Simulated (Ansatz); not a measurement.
**Tl: a tetragonal deformation path**

Aim: for Tl, follow a tetragonal deformation at fixed volume.

Program: Ansatz 0.2.0. Level of theory: DFT PBE+D3(BJ), scalar-relativistic, plane waves, PAW. These are calculated values, not measurements.

### Step 1. The system as given

The structure is cubic, space group Im-3m (No. 229). The conventional cell has a = 3.882 Å, b = 3.882 Å, c = 3.882 Å, α = 90.00°, β = 90.00°, γ = 90.00°. Around Tl (site symmetry m-3m) lie 8 Tl at 3.36 Å.

As a file:

```cif
data_structure
_symmetry_space_group_name_H-M 'P 1'
_symmetry_Int_Tables_number 1
_cell_length_a 3.3619
_cell_length_b 3.3619
_cell_length_c 3.3619
_cell_angle_alpha 109.471
_cell_angle_beta 109.471
_cell_angle_gamma 109.471
_cell_volume 29.25
loop_
_atom_site_label
_atom_site_type_symbol
_atom_site_fract_x
_atom_site_fract_y
_atom_site_fract_z
_atom_site_occupancy
Tl1 Tl 0.00000 0.00000 0.00000 1
```

No relaxation comes first: the listed cell is the starting point.

### Step 2. The reference: the undisturbed cell on the scan's mesh

File input.yaml:

```yaml
crystal:
  lattice:
    - [-1.941, 1.941, 1.941]
    - [1.941, -1.941, 1.941]
    - [1.941, 1.941, -1.941]
  atoms:
    - { symbol: Tl, position: [0.0, 0.0, 0.0] }
basis:
  ecutwfc: 420
kpoints:
  mp_grid: { grid: [20, 20, 20] }
hamiltonian:
  xc: pbe
  dispersion: d3bj
scf:
  occupations: { method: gaussian, width: 0.15 }
output:
  forces: true
  stress: true
  eigenvalues: true
```

### Step 3. The scan: a tetragonal deformation path

At fixed volume and fractional coordinates, lengths along (0.000, 0.000, 1.000) are scaled against those across it; ρ is that ratio over its starting value.

### Step 4. ρ = 0.707

Changes to input.yaml since step 2:

```diff
@@ -2,5 +2,5 @@
   lattice:
-    - [-1.941, 1.941, 1.941]
-    - [1.941, -1.941, 1.941]
-    - [1.941, 1.941, -1.941]
+    - [-2.1788085163, 2.1788085163, 1.540417621]
+    - [2.1788085163, -2.1788085163, 1.540417621]
+    - [2.1788085163, 2.1788085163, -1.540417621]
   atoms:
```

### Step 5. At ρ = 1.414

Changes to input.yaml since step 4:

```diff
@@ -2,5 +2,5 @@
   lattice:
-    - [-2.1788085163, 2.1788085163, 1.540417621]
-    - [2.1788085163, -2.1788085163, 1.540417621]
-    - [2.1788085163, 2.1788085163, -1.540417621]
+    - [-1.7293214654, 1.7293214654, 2.445260552]
+    - [1.7293214654, -1.7293214654, 2.445260552]
+    - [1.7293214654, 1.7293214654, -2.445260552]
   atoms:
```

### Step 6. At ρ = 0.850

Changes to input.yaml since step 5:

```diff
@@ -2,5 +2,5 @@
   lattice:
-    - [-1.7293214654, 1.7293214654, 2.445260552]
-    - [1.7293214654, -1.7293214654, 2.445260552]
-    - [1.7293214654, 1.7293214654, -2.445260552]
+    - [-2.0490500196, 2.0490500196, 1.7416925167]
+    - [2.0490500196, -2.0490500196, 1.7416925167]
+    - [2.0490500196, 2.0490500196, -1.7416925167]
   atoms:
```

### Step 7. At ρ = 1.200

Changes to input.yaml since step 6:

```diff
@@ -2,5 +2,5 @@
   lattice:
-    - [-2.0490500196, 2.0490500196, 1.7416925167]
-    - [2.0490500196, -2.0490500196, 1.7416925167]
-    - [2.0490500196, 2.0490500196, -1.7416925167]
+    - [-1.8265509321, 1.8265509321, 2.1918611185]
+    - [1.8265509321, -1.8265509321, 2.1918611185]
+    - [1.8265509321, 1.8265509321, -2.1918611185]
   atoms:
```

### Step 8. Point ρ = 0.780

Changes to input.yaml since step 7:

```diff
@@ -2,5 +2,5 @@
   lattice:
-    - [-1.8265509321, 1.8265509321, 2.1918611185]
-    - [1.8265509321, -1.8265509321, 2.1918611185]
-    - [1.8265509321, 1.8265509321, -2.1918611185]
+    - [-2.108599024, 2.108599024, 1.6447072387]
+    - [2.108599024, -2.108599024, 1.6447072387]
+    - [2.108599024, 2.108599024, -1.6447072387]
   atoms:
```

### Step 9. ρ = 1.300

Changes to input.yaml since step 8:

```diff
@@ -2,5 +2,5 @@
   lattice:
-    - [-2.108599024, 2.108599024, 1.6447072387]
-    - [2.108599024, -2.108599024, 1.6447072387]
-    - [2.108599024, 2.108599024, -1.6447072387]
+    - [-1.7784612949, 1.7784612949, 2.3119996833]
+    - [1.7784612949, -1.7784612949, 2.3119996833]
+    - [1.7784612949, 1.7784612949, -2.3119996833]
   atoms:
```

(Steps that only read results are left out.)

Before running it: what results should come out? Wanted: highest point.

**Answer**, as computed:

```
     quantity                       value
highest point  89.8 meV/atom at ρ = 0.707
```

No sampled point lies below the undisturbed cell. No sampled point inside the path is a dip, apart from those named. Spin-orbit coupling is left out for Tl.
